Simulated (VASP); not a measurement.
# CdTe (F-43m) in VASP: notebook

Aim: see how the results for CdTe move with the level of theory and the settings. Levels: RPBE, PBE+D3(BJ), r2SCAN. Tasks: relaxation of cell and atoms.

Program: VASP 6.6.1. These are calculated values, not measurements. Logs are shortened: lines on timing, memory, paths and dates and some standing lists are left out, and cuts for length are marked.

## Step 1: Starting point

Symmetry: F-43m, No. 216, cubic system. The conventional cell has a = 6.410 Å, b = 6.410 Å, c = 6.410 Å, α = 90.00°, β = 90.00°, γ = 90.00°. Cd (site symmetry -43m) is surrounded by 4 Te at 2.78 Å. Te (site symmetry -43m) is surrounded by 4 Cd at 2.78 Å.

## Step 2: Relaxation of cell and atoms, RPBE

File INCAR:

```
ALGO = Normal
EDIFF = 1E-6
EDIFFG = -0.01
ENCUT = 600
GGA = RP
IBRION = 2
ISIF = 3
ISMEAR = 0
LASPH = T
LCHARG = F
LREAL = F
LWAVE = F
NELM = 80
NSW = 90
PREC = Accurate
SIGMA = 0.03
```

File KPOINTS:

```
k-points
0
Gamma
  8 8 8
```

File POSCAR:

```
CdTe
1.0
    0.0000000000      3.2050000000      3.2050000000
    3.2050000000      0.0000000000      3.2050000000
    3.2050000000      3.2050000000      0.0000000000
Cd Te
1 1
Direct
    0.0000000000      0.0000000000      0.0000000000
    0.2500000000      0.2500000000      0.2500000000
```

Potentials or basis: VASP PAW PBE potentials, release 64 (Cd, Te).

Command:

```bash
$ cat potpaw_PBE.64/Cd/POTCAR potpaw_PBE.64/Te/POTCAR > POTCAR
$ mpirun -np 1 vasp_std > vasp.out
```

OUTCAR:

```text
EDIFF = 1E-6
   EDIFFG = -0.01
   ENCUT = 600
   GGA = RP
   IBRION = 2
   ISIF = 3
   ISMEAR = 0
   LASPH = T
   LREAL = F
   NELM = 80
   NSW = 90
   PREC = Accurate

 ion  position               nearest neighbor table
   1  0.000  0.000  0.000-   2 2.78   2 2.78   2 2.78   2 2.78
   2  0.250  0.250  0.250-   1 2.78   1 2.78   1 2.78   1 2.78

  LATTYP: Found a face centered cubic cell.
 ALAT       =     6.4100000000

  Lattice vectors:

 A1 = (   0.0000000000,   3.2050000000,   3.2050000000)
 A2 = (   3.2050000000,   0.0000000000,   3.2050000000)
 A3 = (   3.2050000000,   3.2050000000,   0.0000000000)

Analysis of symmetry for initial positions (statically):
=====================================================================
 Subroutine PRICEL returns:
 Original cell was already a primitive cell.

 Routine SETGRP: Setting up the symmetry group for a
 face centered cubic supercell.

 Subroutine GETGRP returns: Found 24 space group operations
 (whereof 24 operations were pure point group operations)
 out of a pool of 48 trial point group operations.

The static configuration has the point symmetry T_d .

Analysis of symmetry for dynamics (positions and initial velocities):
=====================================================================
 Subroutine PRICEL returns:
 Original cell was already a primitive cell.

 Routine SETGRP: Setting up the symmetry group for a
 face centered cubic supercell.

 Subroutine GETGRP returns: Found 24 space group operations
 (whereof 24 operations were pure point group operations)
 out of a pool of 48 trial point group operations.

The dynamic configuration has the point symmetry T_d .

 Subroutine INISYM returns: Found 24 space group operations
 (whereof 24 operations are pure point group operations),
 and found     1 'primitive' translations

----------------------------------------------------------------------------------------

                                     Primitive cell

  volume of cell :      65.8437

  direct lattice vectors                    reciprocal lattice vectors
     0.000000000  3.205000000  3.205000000    -0.156006240  0.156006240  0.156006240
     3.205000000  0.000000000  3.205000000     0.156006240 -0.156006240  0.156006240
     3.205000000  3.205000000  0.000000000     0.156006240  0.156006240 -0.156006240

  length of vectors
     4.532554467  4.532554467  4.532554467     0.270210734  0.270210734  0.270210734

  position of ions in fractional coordinates (direct lattice)
     0.000000000  0.000000000  0.000000000
     0.250000000  0.250000000  0.250000000

  ion indices of the primitive-cell ions
   primitive index   ion index
                 1           1
                 2           2

----------------------------------------------------------------------------------------

 KPOINTS: k-points

Automatic generation of k-mesh.
 Grid dimensions read from file:
 generate k-points for:    8    8    8

 Generating k-lattice:

  Cartesian coordinates                     Fractional coordinates (reciprocal lattice)
    -0.019500780  0.019500780  0.019500780     0.125000000  0.000000000  0.000000000
     0.019500780 -0.019500780  0.019500780     0.000000000  0.125000000  0.000000000
     0.019500780  0.019500780 -0.019500780     0.000000000  0.000000000  0.125000000

  Length of vectors
     0.033776342  0.033776342  0.033776342

  Shift w.r.t. Gamma in fractional coordinates (k-lattice)
     0.000000000  0.000000000  0.000000000

 Subroutine IBZKPT returns following result:
 ===========================================

 Found     29 irreducible k-points:

 Following reciprocal coordinates:
            Coordinates               Weight
  0.000000  0.000000  0.000000      1.000000
  0.125000  0.000000  0.000000      8.000000
  0.250000  0.000000  0.000000      8.000000
  0.375000  0.000000  0.000000      8.000000
  0.500000  0.000000  0.000000      4.000000
  0.125000  0.125000  0.000000      6.000000
[... 16 lines left out ...]
  0.500000  0.250000  0.125000     48.000000
 -0.375000  0.250000  0.125000     24.000000
 [... further k-points ...]
   k-points           NKPTS =     29   k-points in BZ     NKDIM =     29   number of bands    NBANDS=     13
   number of dos      NEDOS =    301   number of ions     NIONS =      2
   total plane-waves  NPLWV =  46656
   dimension x,y,z NGX =    36 NGY =   36 NGZ =   36
   dimension x,y,z NGXF=    72 NGYF=   72 NGZF=   72
   ions per type =               1   1
   NGX,Y,Z   is equivalent  to a cutoff of  13.20, 13.20, 13.20 a.u.
   NGXF,Y,Z  is equivalent  to a cutoff of  26.41, 26.41, 26.41 a.u.
 SYSTEM =  unknown system
   PREC   = accura    normal or accurate (medium, high low for compatibility)
   ISTART =      0    job   : 0-new  1-cont  2-samecut
   ICHARG =      2    charge: 1-file 2-atom 10-const
   ISPIN  =      1    spin polarized calculation?
   LNONCOLLINEAR =      F non collinear calculations
   LSORBIT =      F    spin-orbit coupling
   LASPH  =      T    aspherical Exc in radial PAW
   ENCUT  =  600.0 eV  44.10 Ry    6.64 a.u.   9.05  9.05  9.05*2*pi/ulx,y,z
   NELM   =     80;   NELMIN=  2; NELMDL= -5     # of ELM steps
   EDIFF  = 0.1E-05   stopping-criterion for ELM
   LREAL  =      F    real-space projection
   EDIFFG = -.1E-01   stopping-criterion for IOM
   NSW    =     90    number of steps for IOM
   IBRION =      2    ionic relax: 0-MD 1-quasi-New 2-CG
   NFREE  =      1    steps in history (QN), initial steepest desc. (CG)
   ISIF   =      3    stress and relaxation
   ISYM   =      2    0-nonsym 1-usesym 2-fastsym
   POTIM  = 0.5000    time-step for ionic-motion
   TEBEG  =    0.0;   TEEND  =   0.0 temperature during run
   PSTRESS=    0.0 pullay stress
   NELECT =      18.0000    total number of electrons
   NUPDOWN=      -1.0000    fix difference up-down
   EMIN   =  10.00;   EMAX   =-10.00  energy-range for DOS
   EFERMI =   0.00;   METHOD = LEGACY
   ISMEAR =     0;   SIGMA  =   0.03  broadening in eV -4-tet -1-fermi 0-gaus
   EFERMI_NEDOS =   21; number of points for ismear=-14 and -15
   IALGO  =     38    algorithm
   IMIX   =      4    mixing-type and parameters
     AMIX     =   0.40;   BMIX     =  1.00
     AMIX_MAG =   1.60;   BMIX_MAG =  1.00
  volume/ion in A,a.u.               =      32.92       222.17
  Fermi-wavevector in a.u.,A,eV,Ry     =   1.062497  2.007828 15.359610  1.128899
  Thomas-Fermi vector in A             =   2.197950
   LORBIT       =      0    0 simple, 1 ext, 2 COOP (PROOUT), +10 PAW based schemes
   GGA     = RP    functional components
   LHFCALC =     F    Hartree Fock is set to
   AEXX    =    0.0000 exact exchange contribution
   IVDW    =     0    specifies the selected vdW correction
   LEPSILON=     F    determine dielectric tensor
   LRPA    =     F    only Hartree local field effects (RPA)
 conjugate gradient relaxation of ions
 non-spin polarized calculation
 Gauss-broadening in eV      SIGMA  =   0.03
  energy-cutoff  :      600.00
  volume of cell :       65.84
 maximum number of plane-waves:      2216
   NGX = 19   NGY = 19   NGZ = 19

--------------------------------------- Ionic step        1  -------------------------------------------

 number of electron      17.9999995 magnetization

 Free energy of the ion-electron system (eV)
  ---------------------------------------------------
  ext. energy  EPLUGINS =         0.00000000
  ---------------------------------------------------
  free energy    TOTEN  =        -4.02355089 eV

  energy without entropy =       -4.02355089  energy(sigma->0) =       -4.02355089

------------------------ aborting loop because EDIFF is reached ----------------------------------------

  FORCE on cell =-STRESS in cart. coord.  units (eV):
  Direction    XX          YY          ZZ          XY          YZ          ZX
  --------------------------------------------------------------------------------------
  -------------------------------------------------------------------------------------
  Total        2.5031651      2.5031651      2.5031651      0.0000000      0.0000000     -0.0000000
  in kB       60.9096315     60.9096315     60.9096315      0.0000000      0.0000000     -0.0000000
  external PRESSURE =      60.9096315 kB  Pullay stress =       0.0000000 kB
[... 57 lines left out ...]
  energy  without entropy=       -4.1841181901  energy(sigma->0) =       -4.18411819

--------------------------------------- Ionic step        3  -------------------------------------------

 number of electron      17.9999994 magnetization

 Free energy of the ion-electron system (eV)
  ---------------------------------------------------
  ext. energy  EPLUGINS =         0.00000000
  ---------------------------------------------------
  free energy    TOTEN  =        -4.19140462 eV

  energy without entropy =       -4.19140462  energy(sigma->0) =       -4.19140462

 E-fermi :   1.7248     XC(G=0):  -7.8694

 val. band max:        1.5409459923   @ k =   0.0000   0.0000   0.0000
 cond. band min:       2.1366203048   @ k =   0.0000   0.0000   0.0000
 fundamental gap:      0.5956743126
 Fermi energy:         1.7248325853

 k-point     1 :       0.0000    0.0000    0.0000
  band No.  band energies     occupation
      1      -9.0236      2.00000
      2      -6.4423      2.00000
      3      -6.4423      2.00000
      4      -6.4423      2.00000
      5      -6.2564      2.00000
      6      -6.2564      2.00000
      7       1.5409      2.00000
      8       1.5409      2.00000
      9       1.5409      2.00000
     10       2.1366      0.00000
     11       6.2646      0.00000
     12       6.2646      0.00000
     13       6.2646      0.00000
[... 353 lines left out ...]
 k-point    24 :      -0.3750    0.2500    0.1250
  band No.  band energies     occupation
      1      -8.6865      2.00000
      2      -6.3783      2.00000
      3      -6.3704      2.00000
      4      -6.2654      2.00000
      5      -6.2515      2.00000
      6      -5.9064      2.00000
      7      -2.1192      2.00000
      8      -0.1378      2.00000
      9       0.5328      2.00000
     10       4.6003      0.00000
     11       6.3736      0.00000
     12       7.4411      0.00000
     13       8.5601      0.00000

 [... further k-points ...]
[... 5 lines left out ...]
  --------------------------------------------------------------------------------------
  -------------------------------------------------------------------------------------
  Total        0.0177068      0.0177068      0.0177068      0.0000000      0.0000000      0.0000000
  in kB        0.3737687      0.3737687      0.3737687      0.0000000      0.0000000      0.0000000
  external PRESSURE =       0.3737687 kB  Pullay stress =       0.0000000 kB
[... 17 lines left out ...]
  FREE ENERGIE OF THE ION-ELECTRON SYSTEM (eV)
  ---------------------------------------------------
  free  energy   TOTEN  =        -4.1914046198 eV

  energy  without entropy=       -4.1914046198  energy(sigma->0) =       -4.19140462

 reached required accuracy - stopping structural energy minimisation
```

Run time: 30 s. Hardware: 1 thread of Intel Xeon Platinum 8559C (Emerald Rapids), shared host; peak memory 0.24 GiB.

Results:

```yaml
Free_energy: -4.1914 eV
Relaxed_volume: 37.95 Å³/atom
Relaxed_cell: a = 4.752 Å, b = 4.752 Å, c = 4.752 Å, α = 60.00°, β = 60.00°, γ = 60.00°
Space_group_after_relaxing_to_0.05_Å: F-43m (No. 216)
Energy_gained_by_relaxing: 83.9 meV/atom
Ionic_steps: 3
Pressure_after_relaxing: 0.0 GPa
Band_gap_on_the_k_mesh: 0.60 eV, direct
```

The path:
| step | energy change (eV) | largest force (eV/Å) | pressure (GPa) | volume (Å³) |
| --- | --- | --- | --- | --- |
| 1 | 0.0000 | 0.0000 | 6.09 | 65.84 |
| 2 | -0.1606 | 0.0000 | -0.90 | 78.51 |
| 3 | -0.1679 | 0.0000 | 0.04 | 75.90 |

Final structure:
```
Cd Te
1.0
     0.00000    3.36052    3.36052
     3.36052    0.00000    3.36052
     3.36052    3.36052    0.00000
Cd Te
1 1
Direct
  0.00000 0.00000 0.00000
  0.25000 0.25000 0.25000
```

Levels at points of the mesh, in eV from the valence-band top:
| k point | band 7 | band 8 | band 9 | band 10 | band 11 | band 12 |
| --- | --- | --- | --- | --- | --- | --- |
| (0.00, 0.00, 0.00) | 0.00 | 0.00 | 0.00 | 0.60 | 4.72 | 4.72 |
| (0.50, 0.00, 0.00) | -3.79 | -0.62 | -0.62 | 1.82 | 5.29 | 5.29 |
| (0.50, 0.50, 0.00) | -3.76 | -1.50 | -1.50 | 2.75 | 3.01 | 8.48 |

Caveat: the volume moved by over 15 % at a fixed basis, so the end points are rough; the PAW data sets were made with another functional, which shifts forces and pressure a little; spin-orbit coupling is left out, which moves the levels of the heavy elements; the volume moved by +15 % from the deposited cell, more than functionals usually miss.

## Step 3: Relaxation of cell and atoms, RPBE

This run uses another cell than the first one, of 37.95 Å³/atom, 1.153 times its volume.

INCAR: that of step 2 with these lines changed.

```diff
@@ -1,4 +1,4 @@
 ALGO = Normal
-EDIFF = 1E-6
-EDIFFG = -0.01
+EDIFF = 1E-7
+EDIFFG = -0.005
 ENCUT = 600
```

KPOINTS is that of step 2.

File POSCAR:

```
CdTe                                    
1.0
    0.0000000000      3.3605158850      3.3605158850
    3.3605158850      0.0000000000      3.3605158850
    3.3605158850      3.3605158850     -0.0000000000
  Cd              Te            
     1     1
Direct
     0.0000000000000000    0.0000000000000000    0.0000000000000000
     0.2500000000000000    0.2500000000000000    0.2500000000000000
```

Potentials or basis: VASP PAW PBE potentials, release 64 (Cd, Te).

Command:

```bash
$ cat potpaw_PBE.64/Cd/POTCAR potpaw_PBE.64/Te/POTCAR > POTCAR
$ mpirun -np 1 vasp_std > vasp.out
```

Wall time 20 s (1 thread of Intel Xeon Platinum 8559C (Emerald Rapids), shared host); peak memory 0.25 GiB.

The run converged. Its results:

```
Free energy             : -4.1933 eV
Pressure after relaxing : 0.0 GPa
Band gap on the k mesh  : 0.60 eV, direct
```

Final structure:
```yaml
crystal:
  lattice:
    - [0.00000, 3.36052, 3.36052]
    - [3.36052, 0.00000, 3.36052]
    - [3.36052, 3.36052, 0.00000]
  atoms:
    - { symbol: Cd, position: [0.00000, 0.00000, 0.00000] }
    - { symbol: Te, position: [0.25000, 0.25000, 0.25000] }
```

Levels at points of the mesh, in eV from the valence-band top:
```tsv
k point	band 6	band 7	band 8	band 9	band 10	band 11	band 12	band 13
(0.00, 0.00, 0.00)	-7.80	0.00	0.00	0.00	0.60	4.72	4.72	4.72
(0.50, 0.00, 0.00)	-7.52	-3.79	-0.62	-0.62	1.82	5.29	5.29	7.15
(0.50, 0.50, 0.00)	-7.41	-3.76	-1.50	-1.50	2.75	3.01	8.48	8.67
```

Caveat: the relaxation stopped at its first step, so nothing moved; the PAW data sets were made with another functional, which shifts forces and pressure a little; spin-orbit coupling is left out, which moves the levels of the heavy elements. A hybrid or GW would open this gap; RPBE tends to underestimate it.

## Step 4: Relaxation of cell and atoms, PBE+D3(BJ)

File INCAR:

```
SYSTEM = CdTe
ALGO     = Normal         ! electronic algorithm
EDIFF    = 1E-6           ! SCF threshold, eV
EDIFFG   = -0.01          ! ionic threshold
ENCUT    = 600            ! plane-wave cutoff, eV
GGA      = PE             ! functional
IBRION   = 2              ! ionic algorithm
ISIF     = 3              ! what is computed and relaxed
ISMEAR   = 0              ! smearing method
IVDW     = 12             ! dispersion correction
LASPH    = .True.         ! aspherical terms in the spheres
LCHARG   = .False.        ! write CHGCAR
LREAL    = .False.        ! projectors in reciprocal space
LWAVE    = .False.        ! write WAVECAR
NELM     = 80             ! most SCF steps
NSW      = 90             ! ionic steps
PREC     = Accurate       ! precision mode
SIGMA    = 0.03           ! smearing width, eV
```

File KPOINTS:

```
k-points
0
Gamma
  8 8 8
  0 0 0
```

File POSCAR:

```
CdTe
1.0
    0.0000000000      3.2050000000      3.2050000000
    3.2050000000      0.0000000000      3.2050000000
    3.2050000000      3.2050000000      0.0000000000
Cd Te
1 1
Direct
    0.0000000000      0.0000000000      0.0000000000
    0.2500000000      0.2500000000      0.2500000000
```

Command:

```bash
$ cat potpaw_PBE.64/Cd/POTCAR potpaw_PBE.64/Te/POTCAR > POTCAR
$ mpirun -np 1 vasp_std > vasp.out
```

Run time: 48 s. Hardware: 1 thread of Intel Xeon Platinum 8488C (Sapphire Rapids), shared host; peak memory 0.24 GiB.

The run converged. Its results:

| Item | Value |
| --- | --- |
| Free energy | -5.4614 eV |
| Relaxed volume | 34.67 Å³/atom |
| Relaxed cell | a = 4.611 Å, b = 4.611 Å, c = 4.611 Å, α = 60.00°, β = 60.00°, γ = 60.00° |
| Space group after relaxing (to 0.05 Å) | F-43m (No. 216) |
| Energy gained by relaxing | 12.2 meV/atom |
| Ionic steps | 3 |
| Pressure after relaxing | 0.0 GPa |
| Band gap on the k mesh | 0.71 eV, direct |
| Dispersion energy per atom | -0.334 eV |

The path:
```csv
step,energy change (eV),largest force (eV/Å),pressure (GPa),volume (Å³)
1,0.0000,0.0000,2.34,65.84
2,-0.0219,0.0000,-0.64,70.54
3,-0.0243,0.0000,0.01,69.34
```

Final structure:
```yaml
crystal:
  lattice:
    - [0.00000, 3.26076, 3.26076]
    - [3.26076, 0.00000, 3.26076]
    - [3.26076, 3.26076, 0.00000]
  atoms:
    - { symbol: Cd, position: [0.00000, 0.00000, 0.00000] }
    - { symbol: Te, position: [0.25000, 0.25000, 0.25000] }
```

Levels at points of the mesh, in eV from the valence-band top:
```
           k point  band 5  band 6  band 7  band 8  band 9  band 10  band 11  band 12  band 13
(0.00, 0.00, 0.00)   -7.98   -7.98    0.00    0.00    0.00     0.71     4.61     4.61     4.61
(0.50, 0.00, 0.00)   -7.97   -7.64   -4.32   -0.75   -0.75     1.80     5.20     5.20     7.07
(0.50, 0.50, 0.00)   -7.95   -7.51   -4.22   -1.80   -1.80     2.65     2.67     8.74     9.04
```

Caveat: spin-orbit coupling is left out, which moves the levels of the heavy elements.

[end of part 1 of 2]
